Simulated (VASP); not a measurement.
# C (C2/m) in VASP: further runs

Runs on C. Level: PBEsol. Tasks: single point.

Program: VASP 6.6.1. These are calculated values, not measurements. Logs are shortened: lines on timing, memory, paths and dates and some standing lists are left out, and cuts for length are marked.

### Step 1. Starting point

It takes space group C2/m (No. 12, monoclinic). The conventional cell has a = 4.255 Å, b = 2.457 Å, c = 3.765 Å, α = 90.00°, β = 111.49°, γ = 90.00°. C (site symmetry m) has 3 C at 1.42 Å as nearest neighbours.

This is a stacking variant of graphite.

### Step 2. Single point, PBEsol

Contents of INCAR:

```
  PREC = Accurate
  ENCUT = 650
  EDIFF = 1E-6
  ISMEAR = 0
  SIGMA = 0.05
  LREAL = F
  LASPH = T
  NELM = 100
  ALGO = Normal
  ISIF = 2
  LWAVE = F
  LCHARG = F
  GGA = PS
  ADDGRID = F
```

Contents of KPOINTS:

```
regular mesh
0
Gamma
  13 13 8
```

Contents of POSCAR:

```
C
1.0
    2.1273203072     -1.2282824400      0.0000000000
    2.1273203072      1.2282824400      0.0000000000
   -1.3790696309      0.0000000000      3.5028300786
C
2
Direct
    0.1666444700      0.1666444700      0.9999069600
    0.8333555300      0.8333555300      0.0000930400
```

Potentials or basis: VASP PAW PBE potentials, release 64 (C).

Started as:

```
> cat potpaw_PBE.64/C/POTCAR > POTCAR
> mpirun -np 1 vasp_std > vasp.out
```

OUTCAR:

```text
PREC = Accurate
   ENCUT = 650
   EDIFF = 1E-6
   ISMEAR = 0
   LREAL = F
   LASPH = T
   NELM = 100
   ISIF = 2
   GGA = PS

 Found    371 irreducible k-points:

 Following reciprocal coordinates:
            Coordinates               Weight
  0.000000  0.000000  0.000000      1.000000
  0.076923 -0.000000  0.000000      4.000000
  0.153846  0.000000 -0.000000      4.000000
  0.230769 -0.000000 -0.000000      4.000000
  0.307692  0.000000 -0.000000      4.000000
  0.384615  0.000000 -0.000000      4.000000
   k-points           NKPTS =    371   k-points in BZ     NKDIM =    371   number of bands    NBANDS=      8
   number of dos      NEDOS =    301   number of ions     NIONS =      2
   total plane-waves  NPLWV =  12800
   dimension x,y,z NGX =    20 NGY =   20 NGZ =   32
   dimension x,y,z NGXF=    40 NGYF=   40 NGZF=   64
   ions per type =               2
   NGX,Y,Z   is equivalent  to a cutoff of  13.54, 13.54, 14.13 a.u.
   NGXF,Y,Z  is equivalent  to a cutoff of  27.07, 27.07, 28.26 a.u.
 SYSTEM =  unknown system
   PREC   = accura    normal or accurate (medium, high low for compatibility)
   ISTART =      0    job   : 0-new  1-cont  2-samecut
   ICHARG =      2    charge: 1-file 2-atom 10-const
   ISPIN  =      1    spin polarized calculation?
   LNONCOLLINEAR =      F non collinear calculations
   LSORBIT =      F    spin-orbit coupling
   LASPH  =      T    aspherical Exc in radial PAW
   ENCUT  =  650.0 eV  47.77 Ry    6.91 a.u.   5.11  5.11  7.83*2*pi/ulx,y,z
   NELM   =    100;   NELMIN=  2; NELMDL= -5     # of ELM steps
   EDIFF  = 0.1E-05   stopping-criterion for ELM
   LREAL  =      F    real-space projection
   EDIFFG = 0.1E-04   stopping-criterion for IOM
   NSW    =      0    number of steps for IOM
   IBRION =     -1    ionic relax: 0-MD 1-quasi-New 2-CG
   NFREE  =      0    steps in history (QN), initial steepest desc. (CG)
   ISIF   =      2    stress and relaxation
   ISYM   =      2    0-nonsym 1-usesym 2-fastsym
   POTIM  = 0.5000    time-step for ionic-motion
   TEBEG  =    0.0;   TEEND  =   0.0 temperature during run
   PSTRESS=    0.0 pullay stress
   NELECT =       8.0000    total number of electrons
   NUPDOWN=      -1.0000    fix difference up-down
   EMIN   =  10.00;   EMAX   =-10.00  energy-range for DOS
   EFERMI =   0.00;   METHOD = LEGACY
   ISMEAR =     0;   SIGMA  =   0.05  broadening in eV -4-tet -1-fermi 0-gaus
   EFERMI_NEDOS =   21; number of points for ismear=-14 and -15
   IALGO  =     38    algorithm
   IMIX   =      4    mixing-type and parameters
     AMIX     =   0.40;   BMIX     =  1.00
     AMIX_MAG =   1.60;   BMIX_MAG =  1.00
  volume/ion in A,a.u.               =       9.15        61.77
  Fermi-wavevector in a.u.,A,eV,Ry     =   1.242352  2.347705 20.999765  1.543439
  Thomas-Fermi vector in A             =   2.376710
   LORBIT       =      0    0 simple, 1 ext, 2 COOP (PROOUT), +10 PAW based schemes
   GGA     = PS    functional components
   LHFCALC =     F    Hartree Fock is set to
   AEXX    =    0.0000 exact exchange contribution
   IVDW    =     0    specifies the selected vdW correction
   LEPSILON=     F    determine dielectric tensor
   LRPA    =     F    only Hartree local field effects (RPA)
 non-spin polarized calculation
 Gauss-broadening in eV      SIGMA  =   0.05
  energy-cutoff  :      650.00
  volume of cell :       18.31
 maximum number of plane-waves:       701
   NGX = 11   NGY = 11   NGZ = 15

 number of electron       7.9999999 magnetization

 Free energy of the ion-electron system (eV)
  ---------------------------------------------------
  ext. energy  EPLUGINS =         0.00000000
  ---------------------------------------------------
  free energy    TOTEN  =       -19.29935915 eV

  energy without entropy =      -19.29935915  energy(sigma->0) =      -19.29935915

 E-fermi :   4.1265     XC(G=0): -10.2639

 val. band max:        3.9092727995   @ k =  -0.3077   0.3077   0.0000
 cond. band min:       4.8261029553   @ k =  -0.3077   0.3846   0.3750
 fundamental gap:      0.9168301558
 Fermi energy:         4.1265152352

 k-point     1 :       0.0000    0.0000    0.0000
  band No.  band energies     occupation
      1     -15.3726      2.00000
      2      -2.5754      2.00000
      3       1.3160      2.00000
      4       1.3194      2.00000
      5       7.9898      0.00000
      6      12.6898      0.00000
      7      12.6921      0.00000
      8      15.8228      0.00000

 k-point     2 :       0.0769   -0.0000    0.0000
  band No.  band energies     occupation
      1     -15.2295      2.00000
      2      -2.4237      2.00000
      3       0.7560      2.00000
      4       1.0224      2.00000
      5       8.1914      0.00000
      6      12.7601      0.00000
      7      13.2953      0.00000
      8      15.3240      0.00000

 k-point     3 :       0.1538    0.0000   -0.0000
  band No.  band energies     occupation
      1     -14.8016      2.00000
      2      -1.9715      2.00000
      3      -0.6889      2.00000
      4       0.3083      2.00000
      5       8.7951      0.00000
      6      12.7718      0.00000
      7      13.9855      0.00000
      8      14.9179      0.00000

 k-point     4 :       0.2308   -0.0000   -0.0000
  band No.  band energies     occupation
      1     -14.0938      2.00000
      2      -2.5942      2.00000
      3      -1.2290      2.00000
      4      -0.5211      2.00000
      5       9.7869      0.00000
      6      12.1038      0.00000
      7      12.6133      0.00000
      8      17.2047      0.00000

 k-point     5 :       0.3077    0.0000   -0.0000
  band No.  band energies     occupation
      1     -13.1146      2.00000
      2      -4.6486      2.00000
      3      -1.2572      2.00000
      4      -0.2240      2.00000
      5       9.9896      0.00000
      6      11.1869      0.00000
      7      12.3538      0.00000
      8      19.8245      0.00000

 k-point     6 :       0.3846    0.0000   -0.0000
  band No.  band energies     occupation
      1     -11.8814      2.00000
      2      -6.6672      2.00000
      3      -1.7901      2.00000
      4       0.9620      2.00000
      5       7.9978      0.00000
      6      12.0282      0.00000
      7      12.9787      0.00000
      8      18.9651      0.00000

 [... further k-points ...]

------------------------ aborting loop because EDIFF is reached ----------------------------------------

  FORCE on cell =-STRESS in cart. coord.  units (eV):
  Direction    XX          YY          ZZ          XY          YZ          ZX
  --------------------------------------------------------------------------------------
  -------------------------------------------------------------------------------------
  Total        0.1659969      0.1578039      0.0206299      0.0000000      0.0000000     -0.0035207
  in kB       14.5288187     13.8117306      1.8056257      0.0000000      0.0000000     -0.3081444
  external PRESSURE =      10.0487250 kB  Pullay stress =       0.0000000 kB

 VOLUME and BASIS-vectors are now :
 -----------------------------------------------------------------------------
  energy-cutoff  :      650.00
  volume of cell :       18.31
      direct lattice vectors                 reciprocal lattice vectors
     2.127320307 -1.228282440  0.000000000     0.235037478 -0.407072497  0.092534619
     2.127320307  1.228282440  0.000000000     0.235037478  0.407072497  0.092534619
    -1.379069631  0.000000000  3.502830079     0.000000000  0.000000000  0.285483446

 POSITION                                       TOTAL-FORCE (eV/Angst)
 -----------------------------------------------------------------------------------
     -0.66993      0.00000      3.50250        -0.002339      0.000000      0.004069
      3.54550      0.00000      0.00033         0.002339      0.000000     -0.004069
 -----------------------------------------------------------------------------------
    total drift:                               -0.000000      0.000000      0.000000

  FREE ENERGIE OF THE ION-ELECTRON SYSTEM (eV)
  ---------------------------------------------------
  free  energy   TOTEN  =       -19.2993591524 eV

  energy  without entropy=      -19.2993591524  energy(sigma->0) =      -19.29935915
```

Wall time 46 s (1 thread of Intel Xeon Platinum 8488C (Sapphire Rapids), shared host); peak memory 0.17 GiB.

These settings aren't checked as converged: the numbers below hold their error.

What came out:

- Free energy: -19.2994 eV
- Pressure: 1.0 GPa
- Largest force: 0.005 eV/Å
- Band gap on the k mesh: 0.92 eV, indirect (least direct gap 0.93 eV)

Caveat: the PAW data sets were made with another functional, which shifts forces and pressure a little; an odd mesh through Γ misses points on the zone boundary, where band edges often lie; this functional lacks dispersion, which binds the layers, so the pressure and a relaxed spacing across them are unreliable.

### Step 3. Single point, PBEsol

Edit INCAR of step 2 so:

```diff
@@ -1,3 +1,3 @@
   PREC = Accurate
-  ENCUT = 650
+  ENCUT = 900
   EDIFF = 1E-6
```

Contents of KPOINTS:

```
regular mesh
0
Gamma
  11 11 7
```

POSCAR is that of step 2.

Potentials or basis: VASP PAW PBE potentials, release 64 (C).

Started as:

```
> cat potpaw_PBE.64/C/POTCAR > POTCAR
> mpirun -np 1 vasp_std > vasp.out
```

OUTCAR:

```text
PREC = Accurate
   ENCUT = 900
   EDIFF = 1E-6
   ISMEAR = 0
   LREAL = F
   LASPH = T
   NELM = 100
   ISIF = 2
   GGA = PS

 Found    234 irreducible k-points:

 Following reciprocal coordinates:
            Coordinates               Weight
  0.000000  0.000000  0.000000      1.000000
  0.090909  0.000000 -0.000000      4.000000
  0.181818 -0.000000 -0.000000      4.000000
  0.272727 -0.000000  0.000000      4.000000
  0.363636  0.000000 -0.000000      4.000000
  0.454545  0.000000 -0.000000      4.000000
   k-points           NKPTS =    234   k-points in BZ     NKDIM =    234   number of bands    NBANDS=      8
   number of dos      NEDOS =    301   number of ions     NIONS =      2
   total plane-waves  NPLWV =  23040
   dimension x,y,z NGX =    24 NGY =   24 NGZ =   40
   dimension x,y,z NGXF=    48 NGYF=   48 NGZF=   80
   ions per type =               2
   NGX,Y,Z   is equivalent  to a cutoff of  16.24, 16.24, 17.66 a.u.
   NGXF,Y,Z  is equivalent  to a cutoff of  32.49, 32.49, 35.33 a.u.
 SYSTEM =  unknown system
   PREC   = accura    normal or accurate (medium, high low for compatibility)
   ISTART =      0    job   : 0-new  1-cont  2-samecut
   ICHARG =      2    charge: 1-file 2-atom 10-const
   ISPIN  =      1    spin polarized calculation?
[... 59 lines left out ...]
 Fermi energy:         4.0130682381

 k-point     1 :       0.0000    0.0000    0.0000
  band No.  band energies     occupation
      1     -15.3735      2.00000
      2      -2.5777      2.00000
      3       1.3119      2.00000
      4       1.3155      2.00000
      5       7.9884      0.00000
      6      12.6868      0.00000
      7      12.6890      0.00000
      8      15.8201      0.00000
[... 45 lines left out ...]
 k-point     6 :       0.4545    0.0000   -0.0000
  band No.  band energies     occupation
      1     -10.5921      2.00000
      2      -8.3502      2.00000
      3      -2.0566      2.00000
      4       1.9469      2.00000
      5       6.5888      0.00000
      6      11.9336      0.00000
      7      14.7342      0.00000
      8      17.2528      0.00000

 [... further k-points ...]

------------------------ aborting loop because EDIFF is reached ----------------------------------------

  FORCE on cell =-STRESS in cart. coord.  units (eV):
  Direction    XX          YY          ZZ          XY          YZ          ZX
  --------------------------------------------------------------------------------------
  -------------------------------------------------------------------------------------
  Total        0.1943724      0.1909832      0.0473788      0.0000000      0.0000000     -0.0038424
  in kB       17.0123779     16.7157371      4.1468093      0.0000000      0.0000000     -0.3363061
  external PRESSURE =      12.6249748 kB  Pullay stress =       0.0000000 kB

 VOLUME and BASIS-vectors are now :
 -----------------------------------------------------------------------------
  energy-cutoff  :      900.00
  volume of cell :       18.31
      direct lattice vectors                 reciprocal lattice vectors
     2.127320307 -1.228282440  0.000000000     0.235037478 -0.407072497  0.092534619
     2.127320307  1.228282440  0.000000000     0.235037478  0.407072497  0.092534619
    -1.379069631  0.000000000  3.502830079     0.000000000  0.000000000  0.285483446

 POSITION                                       TOTAL-FORCE (eV/Angst)
 -----------------------------------------------------------------------------------
     -0.66993      0.00000      3.50250        -0.004944      0.000000      0.003631
      3.54550      0.00000      0.00033         0.004944      0.000000     -0.003631
 -----------------------------------------------------------------------------------
    total drift:                               -0.000000     -0.000000      0.000000

  FREE ENERGIE OF THE ION-ELECTRON SYSTEM (eV)
  ---------------------------------------------------
  free  energy   TOTEN  =       -19.3081403927 eV

  energy  without entropy=      -19.3081403927  energy(sigma->0) =      -19.30814039
```

OSZICAR:

```text
N       E                     dE             d eps       ncg     rms          rms(c)
DAV:   1     0.107616982921E+02    0.10762E+02   -0.57642E+03  3760   0.138E+03
DAV:   2    -0.201201192326E+02   -0.30882E+02   -0.29433E+02  5720   0.144E+02
DAV:   3    -0.205234352099E+02   -0.40332E+00   -0.40332E+00  4632   0.207E+01
DAV:   4    -0.205248925263E+02   -0.14573E-02   -0.14573E-02  6168   0.122E+00
DAV:   5    -0.205248930704E+02   -0.54414E-06   -0.54414E-06  4520   0.196E-02    0.645E+00
DAV:   6    -0.196025964802E+02    0.92230E+00   -0.98723E-01  4392   0.700E+00    0.374E+00
DAV:   7    -0.193066589952E+02    0.29594E+00   -0.10400E+00  4912   0.715E+00    0.959E-01
DAV:   8    -0.193081081715E+02   -0.14492E-02   -0.10501E-02  4640   0.928E-01    0.724E-02
DAV:   9    -0.193080530577E+02    0.55114E-04   -0.34577E-04  5368   0.155E-01    0.477E-02
DAV:  10    -0.193081403249E+02   -0.87267E-04   -0.12285E-04  4112   0.920E-02    0.192E-02
DAV:  11    -0.193081403927E+02   -0.67746E-07   -0.32031E-06  5352   0.134E-02
   1 F= -.19308140E+02 E0= -.19308140E+02  d E =-.204816E-11
```

Wall time 37 s (1 thread of Intel Xeon Platinum 8488C (Sapphire Rapids), shared host); peak memory 0.19 GiB.

These settings aren't checked as converged: the numbers below hold their error.

What came out:

```
Free energy            : -19.3081 eV
Pressure               : 1.3 GPa
Largest force          : 0.006 eV/Å
Band gap on the k mesh : 1.12 eV, direct
```

Caveat: the PAW data sets were made with another functional, which shifts forces and pressure a little; an odd mesh through Γ misses points on the zone boundary, where band edges often lie; this functional lacks dispersion, which binds the layers, so the pressure and a relaxed spacing across them are unreliable.

### Step 4. For comparison

An earlier run on the cell as given: functional PBE; potentials or basis VASP PAW PBE potentials, release 64 (C); cutoff 520 eV; k mesh 13 × 13 × 8; occupations fermi-dirac, width 0.05 eV; no spin polarisation.

- Pressure: 4.2 GPa
- Largest force: 0.005 eV/Å
- Band gap on the k mesh: 0.93 eV, indirect (least direct gap 0.94 eV)
